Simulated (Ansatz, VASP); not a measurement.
## Mn in VASP and in Ansatz

```
Mn
1.0
    -1.39088    1.39088    1.39088
     1.39088   -1.39088    1.39088
     1.39088    1.39088   -1.39088
Mn
1
Direct
  0.00000 0.00000 0.00000
```

Alike in both runs: task single point; functional BLYP; k mesh 18 × 18 × 18; occupations fermi-dirac, width 0.1 eV; no spin polarisation.

|  | VASP | Ansatz |
| --- | --- | --- |
| version | VASP 6.6.1 | Ansatz 0.2.0 |
| potentials or method | VASP PAW PBE potentials, release 64 (Mn_pv) | plane waves (420 eV) with PAW, scalar-relativistic |
| plane-wave cutoff (eV) | 520 | 420 |
| valence electrons in the cell | 13 | 15 |

VASP gave:

```
pressure (GPa) : 11.2
```

Task: Estimate Ansatz's values.

Result: Pressure (GPa): 11.0.

The two sets of potentials don't hold the same shells in valence.

Caveats: the PAW data sets were made with another functional, which shifts forces and pressure a little (VASP); the run has no spin polarisation, though such a crystal can be magnetic. Spin polarisation is off, so any magnetic state and its effect on volume and gap are missing.
